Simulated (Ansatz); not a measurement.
# Pb (Im-3m) in Ansatz: a series of runs

Aim: see how the results for Pb move with the level of theory and the settings. Levels: PBE, PBE+D3(BJ), PBE+D4, PBEsol+D3(BJ). Tasks: single point, relaxation of cell and atoms.

All numbers are computed with Ansatz 0.2.0; they aren't measurements. Logs are shortened: lines on timing, memory, paths and dates and some standing lists are left out, and cuts for length are marked.

## 1. Starting point

The structure is cubic, space group Im-3m (No. 229). Conventional cell: a = 3.959 Å, b = 3.959 Å, c = 3.959 Å, α = 90.00°, β = 90.00°, γ = 90.00°. Pb (site symmetry m-3m) is surrounded by 8 Pb at 3.43 Å.

This isn't the form of Pb at room conditions, which is fcc.

## 2. Single point, PBE

Contents of input.yaml:

```yaml
crystal:
  lattice:
    - [-1.9796595667, 1.9796595667, 1.9796595667]
    - [1.9796595667, -1.9796595667, 1.9796595667]
    - [1.9796595667, 1.9796595667, -1.9796595667]
  atoms:
    - { symbol: Pb, position: [0.0, 0.0, 0.0] }
hamiltonian:
  xc: pbe
  pseudopotentials: { kind: paw }
kpoints:
  mp_grid: { grid: [9, 9, 9] }
scf:
  occupations: { method: gaussian, width: 0.026 }
output:
  forces: true
  stress: true
  eigenvalues: true
  write_density: true
  write_potential: true
  elf: true
  volumetric_format: npy
```

Potentials or basis: Ansatz PAW.

Command:

```console
> ansatz run input.yaml --threads 2 --pin off --max-ram 5632MiB --backend cpu --events-out ev --progress --plain --runs-dir out
```

What it wrote:

```text
Warning: RAYON_NUM_THREADS=2 ignored (pool sized by the plan → 2); use --threads N
Engine: ansatz 0.2.0, aarch64-unknown-linux-gnu
Pseudopotentials: kind: paw
Pseudopotential: Pb, paw, valence charge 14, recommended cutoff 420 eV (normal), Pb.paw.azcp
Functional definition: PBE
  parameter kappa = 0.804
  parameter beta = 0.06672455060314922
  exchange = pbe_x(kappa = kappa, mu = beta*pi^2/3)
  correlation = pbe_c(beta = beta)
Crystal: 1 atoms, lattice volume = 31.034 Å³
Basis set: ecut = 420 eV, 603 PW (Γ), exchange–correlation on 48×48×48 points (8 copies of the dense FFT grid, shifted against one another)
Bands: 11, of which v1, the nominal top of the filled ones, is band 7 counted from 1 (6 counted from 0)
Symmetry: 48 space group operations
Space group: Im-3m (ITA 229), of the structure as read, at distance tolerance 3.1e-5 Å
k-points: 35 of 729
Non-local potential: Pb, projectors of the file, l = 0: 2, l = 1: 2, l = 2: 2, l = 3: 2
PAW form: soft (Blöchl's): semilocal exchange-correlation on the pseudo side does not see the compensation charge
PAW one-centre angular grid: Pb, 590 points (default); XC on 64 Gauss nodes
Initial density: superposition of atomic densities (neutral atoms: chi_scale 0, normalization atom), corrected by the library's trained network
Initial wavefunctions: pseudopotential atomic-orbital guess
Functional: x = pbe(κ = 0.804, μ = 0.2195149727645171), c = pbe(β = 0.06672455060314922)
SCF iter   1: F=—  HF=-11906.354116 eV  |F-HF|=—  |Δ(HF+E_count)|=         —  Δρ=6.23e-4  dr2=5.84e-5  ethr=1.77e-3  ⟨swp⟩=5.9  Hψ=2553  notcnv=0
preconditioner: auto → none  [insulator: Δε(μ)=0.220 eV  Ē_g=19.981 eV  σ=0.026 eV  W_gap=0.96  n_scr=12 (ndim 8)  ℏωp=24.9 eV  f_vac=0.000  D(μ)=0.32/eV (n_scr^D=0)  ε∞_Penn≈2.6]
SCF iter   2: F=—  HF=-11906.353672 eV  |F-HF|=—  |Δ(HF+E_count)|=   4.45e-4  Δρ=3.35e-4  dr2=2.37e-5  ethr=4.17e-7  ⟨swp⟩=2.4  Hψ=1018  notcnv=0  defer=3
SCF iter   3: F=—  HF=-11906.353698 eV  |F-HF|=—  |Δ(HF+E_count)|=   2.59e-5  Δρ=3.06e-4  dr2=3.54e-5  ethr=1.69e-7  ⟨swp⟩=2.0  Hψ=623  notcnv=0  defer=4
SCF iter   4: F=—  HF=-11906.353680 eV  |F-HF|=—  |Δ(HF+E_count)|=   1.75e-5  Δρ=1.13e-4  dr2=5.76e-6  ethr=1.69e-7  ⟨swp⟩=2.3  Hψ=628  notcnv=0  defer=4
iter 5 did not close the SCF: its close was put off for the readings that it lacked (scf_convergence_deferred on its scf_iter line)
SCF iter   5: F=-11906.353677 eV  HF=-11906.353677 eV  |F-HF|=5.86e-9  |Δ(HF+E_count)|=   3.40e-6  Δρ=5.33e-6  dr2=9.01e-9  ethr=4.12e-8  ⟨swp⟩=2.0  Hψ=622  notcnv=0  defer=4
SCF iter   6: F=-11906.353677 eV  HF=-11906.353677 eV  |F-HF|=1.91e-10  |Δ(HF+E_count)|=   1.25e-9  Δρ=7.22e-7  dr2=1.90e-10  ethr=6.43e-11  ⟨swp⟩=6.4  Hψ=2390  notcnv=0
SCF 1 converged in 6 iterations: F = -11906.353677 eV  dr2 = 1.90e-10
SCF converged after 6 iterations
Free energy (F): -11906.353677 eV
Harris-Foulkes:  -11906.353677 eV  (|F-HF|=1.91e-10)
Internal energy: -11906.353568 eV  (E = F + TS)
E sigma→0 (E₀):  -11906.353623 eV
Entropy (-TS):   -0.000109 eV (-0.109 meV/atom)
Fermi energy:    10.743714 eV
--- Per-component energies (eV) ---
  E_band       = -41.574000
  E_kinetic    = 288.714717
  E_local      = -1029.949371  (includes V_loc(G=0)·N_el)
  E_nonlocal   = 349.641768
  E_hartree    = 408.727676
  E_xc         = -220.536704
  E_vxc        = -132.203514  (∫ρ·V_xc dr)
  E_paw        = -10405.870148  (= ΣΔE_a)
  E_vpaw       = -335.233528  (= ΣTr[D̂ρ^β])
  E_aug_tail   = 0.000045  (compensation charges beyond the density's cutoff)
  E_ewald      = -1297.081552
  E_smearing   = -0.000109  (= −TS)
  E_closure    = -0.000000  (closes the sum)
  Σ components = -11906.353677   (vs F -11906.353677, Δ=0.00e0)
--- Forces (eV/Å), atoms counted from 1 ---
  atom   1  Pb     0.00000000     0.00000000     0.00000000
  max |Σ_I F_I| component: 6.16e-32 eV/Å
--- Stress (GPa, compression-positive) ---
        0.702325       0.000000       0.000000
        0.000000       0.702325       0.000000
        0.000000       0.000000       0.702325
  P = ⅓ Tr σ = 0.7023 GPa (7.023 kbar)
--- Band table (eV; the first three rows and the last of 35) ---
  k-point 0: bands = ["-6.5094", "-6.5094", "-6.5094", "-6.2846", "-6.2846", "-0.9765", "18.0615", "18.0615", "18.0615", "21.6844", "21.6844"]
  k-point 1: bands = ["-6.5186", "-6.4981", "-6.4686", "-6.2946", "-6.2855", "-0.7310", "15.8695", "17.3007", "17.7423", "20.4328", "21.1127"]
  k-point 2: bands = ["-6.5420", "-6.4805", "-6.3634", "-6.3127", "-6.2877", "0.0021", "12.4890", "15.9140", "16.9611", "19.2111", "20.3302"]
  k-point 34: bands = ["-6.5497", "-6.5412", "-6.1947", "-6.1947", "-6.1908", "5.0695", "10.1474", "10.4254", "10.4254", "15.2585", "15.9257"]
```

Wall time 0.56 s (2 threads of Arm Neoverse V2, shared host); peak memory 0.27 GiB.

What came out:

* Free energy: -11906.3537 eV
* Pressure: 0.7 GPa
* Band gap on the k mesh: none (metal or under the smearing width)

The run has no spin-orbit coupling, so splittings on Pb are missing.

## 3. Relaxation of cell and atoms, PBE+D3(BJ)

input.yaml, as its differences from that of step 2:

```diff
@@ -10,2 +10,3 @@
   pseudopotentials: { kind: paw }
+  dispersion: d3bj
 kpoints:
@@ -13,3 +14,3 @@
 scf:
-  occupations: { method: gaussian, width: 0.026 }
+  occupations: { method: fermi_dirac, width: 0.05 }
 output:
@@ -18,5 +19,5 @@
   eigenvalues: true
-  write_density: true
-  write_potential: true
-  elf: true
-  volumetric_format: npy
+relax:
+  f_tol: 0.01
+  max_steps: 40
+  cell: { stress_tol: 0.05 }
```

Potentials or basis: Ansatz PAW.

Command:

```console
> ansatz run input.yaml --threads 2 --pin off --max-ram 5632MiB --backend cpu --events-out ev --progress --plain --runs-dir out
```

What it wrote:

```text
Warning: RAYON_NUM_THREADS=2 ignored (pool sized by the plan → 2); use --threads N
[... 8 set-up lines as earlier in the session ...]
Crystal: 1 atoms, lattice volume = 31.034 Å³
Basis set: ecut = 420 eV, 603 PW (Γ), exchange–correlation on 48×48×48 points (8 copies of the dense FFT grid, shifted against one another)
Bands: 11, of which v1, the nominal top of the filled ones, is band 7 counted from 1 (6 counted from 0)
[... 2 set-up lines as earlier in the session ...]
k-points: 35 of 729
[... 6 set-up lines as earlier in the session ...]
SCF iter   1: F=—  HF=-11906.755821 eV  |F-HF|=—  |Δ(HF+E_count)|=         —  Δρ=5.57e-4  dr2=4.27e-5  ethr=1.77e-3  ⟨swp⟩=5.8  Hψ=2531  notcnv=0
preconditioner: auto → none  [insulator: Δε(μ)=0.220 eV  Ē_g=19.981 eV  σ=0.050 eV  W_gap=0.80  n_scr=12 (ndim 8)  ℏωp=24.9 eV  f_vac=0.000  D(μ)=0.55/eV (n_scr^D=0)  ε∞_Penn≈2.6]
SCF iter   2: F=—  HF=-11906.755374 eV  |F-HF|=—  |Δ(HF+E_count)|=   4.47e-4  Δρ=2.98e-4  dr2=1.98e-5  ethr=3.05e-7  ⟨swp⟩=2.4  Hψ=967  notcnv=0  defer=1
[... 43 lines left out ...]
Entropy (-TS):   -0.004338 eV (-4.338 meV/atom)
Fermi energy:    11.124106 eV
--- Per-component energies (eV) ---
  E_band       = -35.580728
  E_kinetic    = 289.188672
  E_local      = -1009.581420  (includes V_loc(G=0)·N_el)
  E_nonlocal   = 349.660572
  E_hartree    = 401.484584
  E_xc         = -220.748733
  E_vxc        = -132.494285  (∫ρ·V_xc dr)
  E_paw        = -10405.924048  (= ΣΔE_a)
  E_vpaw       = -335.323487  (= ΣTr[D̂ρ^β])
  E_aug_tail   = 0.000047  (compensation charges beyond the density's cutoff)
  E_ewald      = -1310.422057
  E_disp       = -0.412541  (pairwise vdW)
  E_smearing   = -0.004338  (= −TS)
  E_closure    = -0.000000  (closes the sum)
  Σ components = -11906.759262   (vs F -11906.759262, Δ=0.00e0)
--- Forces (eV/Å), atoms counted from 1 ---
  atom   1  Pb     0.00000000    -0.00000000    -0.00000000
  max |Σ_I F_I| component: 1.64e-32 eV/Å
--- Stress (GPa, compression-positive) ---
        0.003143      -0.000000      -0.000000
       -0.000000       0.003143       0.000000
       -0.000000      -0.000000       0.003143
  P = ⅓ Tr σ = 0.0031 GPa (0.031 kbar)
--- Band table (eV; the first three rows and the last of 35) ---
  k-point 0: bands = ["-6.0804", "-6.0804", "-6.0804", "-5.8351", "-5.8351", "-0.7293", "18.7886", "18.7886", "18.7886", "22.1839", "22.1839"]
  k-point 1: bands = ["-6.0906", "-6.0684", "-6.0359", "-5.8462", "-5.8361", "-0.4756", "16.5314", "17.9901", "18.4381", "20.9885", "21.6553"]
  k-point 2: bands = ["-6.1165", "-6.0504", "-5.9213", "-5.8660", "-5.8383", "0.2842", "13.0410", "16.5438", "17.5902", "19.8071", "20.9031"]
  k-point 34: bands = ["-6.1285", "-6.1191", "-5.7369", "-5.7369", "-5.7324", "5.6293", "10.5853", "10.8517", "10.8517", "15.7463", "16.4308"]
--- Relaxed structure (3 steps of the walk, 3 accepted, 1 SCFs on fresh bases) ---
  F+E_penalty+E_count = -11906.75926209 eV   max|allowed force component| = 0.000e0 eV/Å   (the final SCF, on the basis selected at the relaxed cell)
  cell:  # Å, volume = 30.0954 Å³
    - [-1.9595060148478594, 1.9595060148478594, 1.9595060148478594]
    - [1.9595060148478594, -1.9595060148478594, 1.9595060148478594]
    - [1.9595060148478594, 1.9595060148478594, -1.9595060148478594]
  atoms:
    - { symbol: Pb, position: [0.0, 0.0, 0.0] }
```

Wall time 1.7 s (2 threads of Arm Neoverse V2, shared host); peak memory 0.28 GiB.

Results:

```yaml
Free_energy: -11906.7593 eV
Relaxed_volume: 30.10 Å³/atom
Relaxed_cell: a = 3.394 Å, b = 3.394 Å, c = 3.394 Å, α = 109.47°, β = 109.47°, γ = 109.47°
Space_group_after_relaxing_to_0.05_Å: Im-3m (No. 229)
Energy_gained_by_relaxing: 3.9 meV/atom
Ionic_steps: 4
Pressure_after_relaxing: 0.0 GPa
Band_gap_on_the_k_mesh: none (metal or under the smearing width)
```

Step by step:
```tsv
step	energy change (eV)	largest force (eV/Å)	volume (Å³)
1	0.0000	0.0000	31.03
2	-0.0040	0.0000	30.14
3	-0.0040	0.0000	30.10
4	-0.0039	0.0000	30.10
```

Final structure:
```cif
data_structure
_symmetry_space_group_name_H-M 'P 1'
_symmetry_Int_Tables_number 1
_cell_length_a 3.3940
_cell_length_b 3.3940
_cell_length_c 3.3940
_cell_angle_alpha 109.471
_cell_angle_beta 109.471
_cell_angle_gamma 109.471
_cell_volume 30.10
loop_
_atom_site_label
_atom_site_type_symbol
_atom_site_fract_x
_atom_site_fract_y
_atom_site_fract_z
_atom_site_occupancy
Pb1 Pb 0.00000 0.00000 0.00000 1
```

Caveat: the plane-wave basis is chosen anew once the cell has moved, so the energies of steps on either side of that aren't comparable; pairwise dispersion overbinds metals, which lowers pressure and volume. The run has no spin-orbit coupling, so splittings on Pb are missing.

## 4. Relaxation of cell and atoms, PBE+D4

input.yaml, as its differences from that of step 3:

```diff
@@ -10,3 +10,3 @@
   pseudopotentials: { kind: paw }
-  dispersion: d3bj
+  dispersion: d4
 kpoints:
```

Potentials or basis: Ansatz PAW.

Command:

```console
> ansatz run input.yaml --threads 2 --pin off --max-ram 5632MiB --backend cpu --events-out ev --progress --plain --runs-dir out
```

What it wrote:

```text
Warning: RAYON_NUM_THREADS=2 ignored (pool sized by the plan → 2); use --threads N
[... 8 set-up lines as earlier in the session ...]
Crystal: 1 atoms, lattice volume = 31.034 Å³
Basis set: ecut = 420 eV, 603 PW (Γ), exchange–correlation on 48×48×48 points (8 copies of the dense FFT grid, shifted against one another)
Bands: 11, of which v1, the nominal top of the filled ones, is band 7 counted from 1 (6 counted from 0)
[... 2 set-up lines as earlier in the session ...]
k-points: 35 of 729
[... 65 lines left out ...]
  E_aug_tail   = 0.000047  (compensation charges beyond the density's cutoff)
  E_ewald      = -1310.015681
  E_disp       = -0.433514  (pairwise vdW)
  E_smearing   = -0.004361  (= −TS)
  E_closure    = 0.000000  (closes the sum)
  Σ components = -11906.780624   (vs F -11906.780624, Δ=0.00e0)
--- Forces (eV/Å), atoms counted from 1 ---
  atom   1  Pb     0.00000000     0.00000000     0.00000000
  max |Σ_I F_I| component: 3.29e-32 eV/Å
--- Stress (GPa, compression-positive) ---
        0.002437      -0.000000      -0.000000
        0.000000       0.002437      -0.000000
        0.000000      -0.000000       0.002437
  P = ⅓ Tr σ = 0.0024 GPa (0.024 kbar)
--- Band table (eV; the first three rows and the last of 35) ---
  k-point 0: bands = ["-6.0935", "-6.0935", "-6.0935", "-5.8489", "-5.8489", "-0.7369", "18.7663", "18.7663", "18.7663", "22.1686", "22.1686"]
  k-point 1: bands = ["-6.1037", "-6.0815", "-6.0492", "-5.8600", "-5.8498", "-0.4834", "16.5111", "17.9689", "18.4168", "20.9715", "21.6387"]
  k-point 2: bands = ["-6.1295", "-6.0635", "-5.9348", "-5.8796", "-5.8521", "0.2756", "13.0240", "16.5244", "17.5710", "19.7888", "20.8856"]
  k-point 34: bands = ["-6.1413", "-6.1320", "-5.7509", "-5.7509", "-5.7464", "5.6121", "10.5718", "10.8386", "10.8386", "15.7312", "16.4153"]
--- Relaxed structure (3 steps of the walk, 3 accepted, 1 SCFs on fresh bases) ---
  F+E_penalty+E_count = -11906.78062373 eV   max|allowed force component| = 0.000e0 eV/Å   (the final SCF, on the basis selected at the relaxed cell)
  cell:  # Å, volume = 30.1234 Å³
    - [-1.9601138667907099, 1.9601138667907099, 1.9601138667907099]
    - [1.9601138667907099, -1.9601138667907099, 1.9601138667907099]
    - [1.9601138667907099, 1.9601138667907099, -1.9601138667907099]
  atoms:
    - { symbol: Pb, position: [0.0, 0.0, 0.0] }
```

Wall time 1.8 s (2 threads of Arm Neoverse V2, shared host); peak memory 0.28 GiB.

What came out:

```yaml
Free_energy: -11906.7806 eV
Relaxed_volume: 30.12 Å³/atom
Relaxed_cell: a = 3.395 Å, b = 3.395 Å, c = 3.395 Å, α = 109.47°, β = 109.47°, γ = 109.47°
Space_group_after_relaxing_to_0.05_Å: Im-3m (No. 229)
Energy_gained_by_relaxing: 3.7 meV/atom
Ionic_steps: 4
Pressure_after_relaxing: 0.0 GPa
Band_gap_on_the_k_mesh: none (metal or under the smearing width)
```

The path:
| step | energy change (eV) | largest force (eV/Å) | volume (Å³) |
| --- | --- | --- | --- |
| 1 | 0.0000 | 0.0000 | 31.03 |
| 2 | -0.0038 | 0.0000 | 30.16 |
| 3 | -0.0038 | 0.0000 | 30.12 |
| 4 | -0.0037 | 0.0000 | 30.12 |

Final structure:
```cif
data_structure
_symmetry_space_group_name_H-M 'P 1'
_symmetry_Int_Tables_number 1
_cell_length_a 3.3950
_cell_length_b 3.3950
_cell_length_c 3.3950
_cell_angle_alpha 109.471
_cell_angle_beta 109.471
_cell_angle_gamma 109.471
_cell_volume 30.12
loop_
_atom_site_label
_atom_site_type_symbol
_atom_site_fract_x
_atom_site_fract_y
_atom_site_fract_z
_atom_site_occupancy
Pb1 Pb 0.00000 0.00000 0.00000 1
```

Caveat: the plane-wave basis is chosen anew once the cell has moved, so the energies of steps on either side of that aren't comparable; pairwise dispersion overbinds metals, which lowers pressure and volume. Spin-orbit coupling is left out, which matters for the levels of Pb.

## 5. Relaxation of cell and atoms, PBEsol+D3(BJ)

input.yaml, as its differences from that of step 4:

```diff
@@ -8,5 +8,5 @@
 hamiltonian:
-  xc: pbe
+  xc: pbesol
   pseudopotentials: { kind: paw }
-  dispersion: d4
+  dispersion: d3bj
 kpoints:
```

Command:

```console
> ansatz run input.yaml --threads 2 --pin off --max-ram 5632MiB --backend cpu --events-out ev --progress --plain --runs-dir out
```

It took 1.4 s on 2 threads of Arm Neoverse V2, shared host; peak memory 0.28 GiB.

The run converged. Its results:

| Item | Value |
| --- | --- |
| Free energy | -11755.3583 eV |
| Relaxed volume | 28.12 Å³/atom |
| Relaxed cell | a = 3.318 Å, b = 3.318 Å, c = 3.318 Å, α = 109.47°, β = 109.47°, γ = 109.47° |
| Space group after relaxing (to 0.05 Å) | Im-3m (No. 229) |
| Energy gained by relaxing | 42.6 meV/atom |
| Ionic steps | 3 |
| Pressure after relaxing | 0.0 GPa |
| Band gap on the k mesh | none (metal or under the smearing width) |

The path:
| step | energy change (eV) | largest force (eV/Å) | volume (Å³) |
| --- | --- | --- | --- |
| 1 | 0.0000 | 0.0000 | 31.03 |
| 2 | -0.0429 | 0.0000 | 28.12 |
| 3 | -0.0426 | 0.0000 | 28.12 |

Final structure:
```xyz
1
Lattice="-1.9157 1.9157 1.9157 1.9157 -1.9157 1.9157 1.9157 1.9157 -1.9157" Properties=species:S:1:pos:R:3 pbc="T T T"
Pb    0.0000    0.0000    0.0000
```

Levels at points of the mesh, in eV from the Fermi level:
```tsv
k point	band 4	band 5	band 6	band 7	band 8	band 9	band 10	band 11
(0.00, 0.00, 0.00)	-16.89	-16.89	-12.34	8.30	8.30	8.30	11.15	11.15
```

Caveat: the plane-wave basis is chosen anew once the cell has moved, so the energies of steps on either side of that aren't comparable; pairwise dispersion overbinds metals, which lowers pressure and volume; the PAW data sets come from PBE, with cores solved anew for the run's functional, which leaves a small shift of forces and pressure.

## 6. Summary

| task | level | cell | smearing | gap on the mesh (eV) | pressure (GPa) | relaxed volume (Å³/atom) |
| --- | --- | --- | --- | --- | --- | --- |
| single point | PBE | as given | gaussian 0.026 eV | none | 0.7 | - |
| relaxation of cell and atoms | PBE+D3(BJ) | relaxed | fermi-dirac 0.05 eV | none | 0.0 | 30.10 |
| relaxation of cell and atoms | PBE+D4 | relaxed | fermi-dirac 0.05 eV | none | 0.0 | 30.12 |
| relaxation of cell and atoms | PBEsol+D3(BJ) | relaxed | fermi-dirac 0.05 eV | none | 0.0 | 28.12 |

Alike in all rows: potentials or basis Ansatz PAW; no spin polarisation; k mesh 9 × 9 × 9; cutoff (eV) 420.

Caveats: the plane-wave basis is chosen anew once the cell has moved, so the energies of steps on either side of that aren't comparable (some runs); pairwise dispersion overbinds metals, which lowers pressure and volume (some runs); the PAW data sets come from PBE, with cores solved anew for the run's functional, which leaves a small shift of forces and pressure (some runs).

Absolute energies hang on the potentials; compare differences alone.
